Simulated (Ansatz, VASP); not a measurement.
# One calculation of Fe, two programs

Contents of INCAR:

```
  ALGO = Normal
  EDIFF = 1E-8
  ENCUT = 520
  GGA = PE
  ISIF = 2
  ISMEAR = -1
  ISPIN = 2
  LASPH = T
  LCHARG = F
  LEFG = T
  LMAXMIX = 4
  LORBIT = 11
  LREAL = F
  LWAVE = F
  MAGMOM = 3
  NBANDS = 14
  NELM = 150
  PREC = Accurate
  SIGMA = 0.05
```

File KPOINTS:

```
k-points
0
Gamma
  18 18 18
```

The input POSCAR:

```
Fe
1.0
    0.0000000000      1.7060758964      1.7060758964
    1.7060758964      0.0000000000      1.7060758964
    1.7060758964      1.7060758964      0.0000000000
Fe
1
Direct
    0.0000000000      0.0000000000      0.0000000000
```

Input for Ansatz:

```yaml
crystal:
  lattice:
    - [0.0, 1.7060758964, 1.7060758964]
    - [1.7060758964, 0.0, 1.7060758964]
    - [1.7060758964, 1.7060758964, 0.0]
  atoms:
    - { symbol: Fe, position: [0.0, 0.0, 0.0], spin: 3.0 }
magnetization:
  spin_polarized: true
kpoints:
  mp_grid: { grid: [18, 18, 18] }
scf:
  occupations: { method: fermi_dirac, width: 0.05 }
hamiltonian:
  xc: pbe
  pseudopotentials: { kind: paw }
output:
  forces: true
  stress: true
  eigenvalues: true
  efg: { contact_densities: true }
  write_density: true
  write_potential: true
  elf: true
  volumetric_format: npy
```

Change from the starting cell: volume scaled by 0.9405, PAW files.

Alike in both runs: task electric field gradients; functional PBE; k mesh 18 × 18 × 18; occupations fermi-dirac, width 0.05 eV; collinear spin.

|  | VASP | Ansatz |
| --- | --- | --- |
| version | VASP 6.6.1 | Ansatz 0.2.0 |
| potentials or method | VASP PAW PBE potentials, release 64 (Fe) | PAW with Ansatz's default frozen-core files, scalar-relativistic |
| plane-wave cutoff (eV) | 520 | 420 |
| valence electrons in the cell | 8 | 16 |

```tsv
	VASP	Ansatz	Ansatz less VASP
pressure (GPa)	13.9	14.1	+0.19
net moment per atom (μB)	0.73	0.67	-0.058
size of the moment on the site where the two differ most (μB)	0.72	0.68	-0.042
Vzz of the field gradient on the site that differs most (V/Å²)	0.0	0.0	0.00
```

Site moments also hang on the region over which each program counts them. The two sets of potentials don't hold the same shells in valence.
